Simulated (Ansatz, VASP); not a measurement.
One calculation of PtSe, two programs

The input INCAR:

```
SYSTEM = PtSe
PREC = Accurate
ENCUT = 520
EDIFF = 1E-6
ISMEAR = -1
SIGMA = 0.04
LREAL = .FALSE.
LASPH = .TRUE.
NELM = 60
ALGO = Normal
ISIF = 2
LWAVE = .FALSE.
LCHARG = .FALSE.
GGA = PE
NBANDS = 15
```

KPOINTS

```
Automatic mesh
0
G
  5 5 5
  0 0 0
```

File POSCAR:

```
PtSe
1.0
    0.0000000000      2.7984111300      2.7984111300
    2.7984111300      0.0000000000      2.7984111300
    2.7984111300      2.7984111300      0.0000000000
Pt Se
1 1
Direct
    0.5000000000      0.5000000000      0.5000000000
    0.0000000000      0.0000000000      0.0000000000
```

input.yaml

```yaml
crystal:
  lattice:
    - [0.0, 2.79841113, 2.79841113]
    - [2.79841113, 0.0, 2.79841113]
    - [2.79841113, 2.79841113, 0.0]
  atoms:
    - { symbol: Pt, position: [0.5, 0.5, 0.5] }
    - { symbol: Se, position: [0.0, 0.0, 0.0] }
kpoints:
  mp_grid: { grid: [5, 5, 5] }
scf:
  occupations: { method: fermi_dirac, width: 0.04 }
hamiltonian:
  xc: pbe
  pseudopotentials: { kind: all_electron, lapw: { basis_error: 0.002 } }
output:
  forces: true
  stress: true
  eigenvalues: true
```

The cell comes from a database or a generator and needn't be the stable form of this composition.

Alike in both runs: task single point; functional PBE; k mesh 5 × 5 × 5; occupations fermi-dirac, width 0.04 eV; no spin polarisation.

|  | VASP | Ansatz |
| --- | --- | --- |
| version | VASP 6.6.1 | Ansatz 0.2.0 |
| potentials or method | VASP PAW PBE potentials, release 64 (Pt, Se) | all-electron LAPW, scalar-relativistic |
| plane-wave cutoff (eV) | 520 | see its input |

VASP gave:

```
gap on the k mesh at the Fermi level (eV) : none
pressure (GPa)                            : -14.2
```

Question: Which values does Ansatz return?

Answer: gap on the k mesh at the Fermi level (eV): none; pressure (GPa): -14.1.

A gap of «none» marks a metal or a gap that the smearing closes. Ansatz ran all-electron here, so the differences hold the error of VASP's frozen core and of both bases.

Caveats: the k mesh is coarse (spacing up to 0.39 Å⁻¹), so the values aren't converged; the k mesh is thin for a metal, which can move the energy by tens of meV per atom (Ansatz). The runs have no spin-orbit coupling, so splittings on Pt are missing.
